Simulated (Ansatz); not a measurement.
**Step by step: Cs, relaxation of cell and atoms**

Level of theory: DFT, PBE, PAW with Ansatz's default frozen-core files, scalar-relativistic in Ansatz 0.2.0.

Command: `ansatz run input.yaml --threads 1 --pin off --max-ram 2048MiB --backend cpu --events-out ev --progress --plain --runs-dir out` The run took about 13 s on 1 thread of a shared machine.

```yaml
crystal:
  lattice:
    - [3.2195088072, 0.0, 0.0]
    - [0.0, 3.2195088072, 0.0]
    - [0.0, 0.0, 3.2195088072]
  atoms:
    - { symbol: Cs, position: [0.0, 0.0, 0.0] }
kpoints:
  mp_grid: { grid: [11, 11, 11] }
scf:
  occupations: { method: fermi_dirac, width: 0.05 }
hamiltonian:
  xc: pbe
  pseudopotentials: { kind: paw }
output:
  forces: true
  stress: true
relax:
  f_tol: 0.005
  max_steps: 80
  cell: {}
```

No spin–orbit coupling, which matters for the heavy atoms here.

The cell is built from the sc type as a first guess.

The cutoff is 420 eV; energies and pressures of the walk include the program's estimate of the Pulay term.

Each frame lists the cell vectors (Å), then Cartesian positions (Å); symmetry keeps all forces zero. Free energies count from the first step, -5669.3746 eV.

The walk took 16 evaluations in all; steps that aren't listed are left out.

Step 1: E = 0.0 meV, P = 13.57 GPa

```
cell 3.2195 0.0000 0.0000 0.0000 3.2195 0.0000 0.0000 0.0000 3.2195
Cs    0.0000    0.0000    0.0000
```

Step 2: E = -326.5 meV, P = 7.74 GPa

```
cell 3.3765 0.0000 0.0000 0.0000 3.3765 0.0000 0.0000 0.0000 3.3765
Cs    0.0000    0.0000    0.0000
```

Step 3: E = -543.0 meV, P = 5.07 GPa

```
cell 3.5334 0.0000 0.0000 0.0000 3.5334 0.0000 0.0000 0.0000 3.5334
Cs    0.0000    0.0000    0.0000
```

Step 4: E = -705.7 meV, P = 3.72 GPa

```
cell 3.6904 0.0000 0.0000 0.0000 3.6904 0.0000 0.0000 0.0000 3.6904
Cs    0.0000    0.0000    0.0000
```

Step 5: E = -844.8 meV, P = 2.81 GPa

```
cell 3.8513 0.0000 0.0000 0.0000 3.8513 0.0000 0.0000 0.0000 3.8513
Cs    0.0000    0.0000    0.0000
```

Step 6: E = -954.8 meV, P = 1.95 GPa

```
cell 4.0123 0.0000 0.0000 0.0000 4.0123 0.0000 0.0000 0.0000 4.0123
Cs    0.0000    0.0000    0.0000
```

Step 7:

```
cell 4.1693 0.0000 0.0000 0.0000 4.1693 0.0000 0.0000 0.0000 4.1693
Cs    0.0000    0.0000    0.0000
```

Step 8: E = -1081.9 meV, P = 0.64 GPa

```
cell 4.3262 0.0000 0.0000 0.0000 4.3262 0.0000 0.0000 0.0000 4.3262
Cs    0.0000    0.0000    0.0000
```

Step 9: E = -1102.1 meV, P = 0.08 GPa

```
cell 4.4832 0.0000 0.0000 0.0000 4.4832 0.0000 0.0000 0.0000 4.4832
Cs    0.0000    0.0000    0.0000
```

Step 10: E = -1102.4 meV, P = 0.00 GPa

```
cell 4.5076 0.0000 0.0000 0.0000 4.5076 0.0000 0.0000 0.0000 4.5076
Cs    0.0000    0.0000    0.0000
```

Step 11: E = -1219.7 meV, P = 0.86 GPa (the cell of the step before, solved again on a basis chosen afresh, hence the jump)

Step 12: E = -1262.8 meV, P = 0.54 GPa

```
cell 4.6646 0.0000 0.0000 0.0000 4.6646 0.0000 0.0000 0.0000 4.6646
Cs    0.0000    0.0000    0.0000
```

Step 13: E = -1289.5 meV, P = 0.26 GPa

```
cell 4.8255 0.0000 0.0000 0.0000 4.8255 0.0000 0.0000 0.0000 4.8255
Cs    0.0000    0.0000    0.0000
```

Step 14: E = -1299.9 meV, P = 0.05 GPa

```
cell 4.9825 0.0000 0.0000 0.0000 4.9825 0.0000 0.0000 0.0000 4.9825
Cs    0.0000    0.0000    0.0000
```

Give the energy, pressure of step 7.

E = -1032.9 meV, P = 1.24 GPa
```
Cs    0.0000    0.0000    0.0000
```

How does the relaxation end?

It converges, with a = 5.021 Å, b = 5.021 Å, c = 5.021 Å, α = 90.00°, β = 90.00°, γ = 90.00° (conventional cell, space group Pm-3m). The last solve (on a basis chosen afresh for the final cell, so its energy is not quite comparable) gives E = -1301.5 meV, P = 0.02 GPa:
```
cell 5.0212 0.0000 0.0000 0.0000 5.0212 0.0000 0.0000 0.0000 5.0212
Cs    0.0000    0.0000    0.0000
```
